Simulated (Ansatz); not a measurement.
# AlNi in Ansatz: the effect of functional

AlNi:

```
Ni Al
1.0
     2.90008    0.00000    0.00000
     0.00000    2.90008    0.00000
     0.00000    0.00000    2.90008
Ni Al
1 1
Direct
  0.50000 0.50000 0.50000
  0.00000 0.00000 0.00000
```

The cell isn't the ideal one: volume scaled by 1.02.

Alike in all runs:

```yaml
Program: Ansatz 0.2.0
Task: single point
Potentials_or_basis: Ansatz PAW
k_mesh: 9 × 9 × 9
Occupations: fermi-dirac, width 0.05 eV
Spin: collinear spin, ferromagnetic start
Starting_moments: "[1.0, 0.0] μB"
```

Q: One run gave: pressure -6.3 GPa. Which functional did it use?
A. PBE
B. LDA
C. r2SCAN

A: C.

```csv
functional,cutoff,pressure (GPa)
LDA,420 eV (not typed: the program's choice for these potentials),-11.4
r2SCAN,500 eV (not typed: the program's choice for these potentials),-6.3
PBE,420 eV (not typed: the program's choice for these potentials),-1.2
```

Caveats: the starting moments weren't kept; the PAW data sets come from PBE, with cores solved anew for the run's functional, which leaves a small shift of forces and pressure (some runs); the magnetic or orbital state may not be the lowest (some runs).
